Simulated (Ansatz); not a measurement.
# Choice of functional: Ba

```
CELL_PARAMETERS angstrom
0.00000 3.23267 3.23267
3.23267 0.00000 3.23267
3.23267 3.23267 0.00000
ATOMIC_POSITIONS crystal
Ba 0.00000 0.00000 0.00000
```

The cell is the one relaxed in the Materials Project (mp-10679), not relaxed further here; entries there can be hypothetical.

No spin–orbit coupling, which matters for the heavy atoms here.

One fixed cell is solved with several functionals by frozen-core PAW in Ansatz 0.2.0, scalar-relativistically. A positive pressure means that the functional wants a larger cell.

The PAW files were made with PBE; their cores are remade for each functional.

Settings: a Γ-centred 9×9×9 k mesh, Fermi–Dirac smearing of 0.05 eV, cutoff 500 eV, no spin polarisation; the PAW files were made with PBE, and the program remakes their frozen cores for this functional.

Cutoffs: r²SCAN 500 eV, LDA 420 eV, PBEsol 420 eV, PBE 420 eV.

(1) Order the settings by the pressure that they give at this fixed cell, lowest first.
A. LDA
B. PBE
C. PBEsol
D. r²SCAN

Answers

(1) A (-1.61 GPa), C (-1.04 GPa), B (-0.43 GPa), D (-0.09 GPa).
